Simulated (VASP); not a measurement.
A run of VASP 6.6.1 is set up as follows.

The input INCAR:

```
SYSTEM = Tb
PREC = Accurate
ENCUT = 600
EDIFF = 1E-7
ISMEAR = -1
SIGMA = 0.05
LREAL = .False.
LASPH = .True.
NELM = 150
ALGO = Normal
ISIF = 2
LWAVE = .False.
LCHARG = .False.
ISPIN = 2
MAGMOM = 6 6
LORBIT = 11
LMAXMIX = 6
GGA = PE
NBANDS = 30
```

KPOINTS

```
regular mesh
0
Gamma
  7 7 4
  0 0 0
```

Contents of POSCAR:

```
Tb
1.0
    3.6010000000      0.0000000000      0.0000000000
   -1.8005000000      3.1185574790      0.0000000000
    0.0000000000      0.0000000000      5.6936000000
Tb
2
Direct
    0.6666666667      0.3333333333      0.7500000000
    0.3333333333      0.6666666667      0.2500000000
```

File KPOINTS_OPT:

```
path GMKGALHA,LM,KH
10
line-mode
reciprocal
 0.0000000000  0.0000000000  0.0000000000  G
 0.5000000000  0.0000000000  0.0000000000  M

 0.5000000000  0.0000000000  0.0000000000  M
 0.3333333333  0.3333333333  0.0000000000  K

 0.3333333333  0.3333333333  0.0000000000  K
 0.0000000000  0.0000000000  0.0000000000  G

 0.0000000000  0.0000000000  0.0000000000  G
 0.0000000000  0.0000000000  0.5000000000  A

 0.0000000000  0.0000000000  0.5000000000  A
 0.5000000000  0.0000000000  0.5000000000  L

 0.5000000000  0.0000000000  0.5000000000  L
 0.3333333333  0.3333333333  0.5000000000  H

 0.3333333333  0.3333333333  0.5000000000  H
 0.0000000000  0.0000000000  0.5000000000  A

 0.5000000000  0.0000000000  0.5000000000  L
 0.5000000000  0.0000000000  0.0000000000  M

 0.3333333333  0.3333333333  0.0000000000  K
 0.3333333333  0.3333333333  0.5000000000  H
```

Potentials or basis: VASP PAW PBE potentials, release 64 (Tb).

The run is started by

```console
$ cat potpaw_PBE.64/Tb/POTCAR > POTCAR
$ mpirun -np 1 vasp_std > vasp.out
```

Task: Predict the band gap along the path.

Result: None (metal or under the smearing width).

Task: What does it give for the pressure?

Result: 0.6 GPa.

Stress tensor (GPa, compression positive):
```
0.33 0.00 0.00
0.00 0.33 0.00
0.00 0.00 1.14
```

Caveat: the magnetic or orbital state may not be the lowest; spin-orbit coupling is left out, which moves the levels of the heavy elements. The state reached can hang on the start; a lower one may exist.
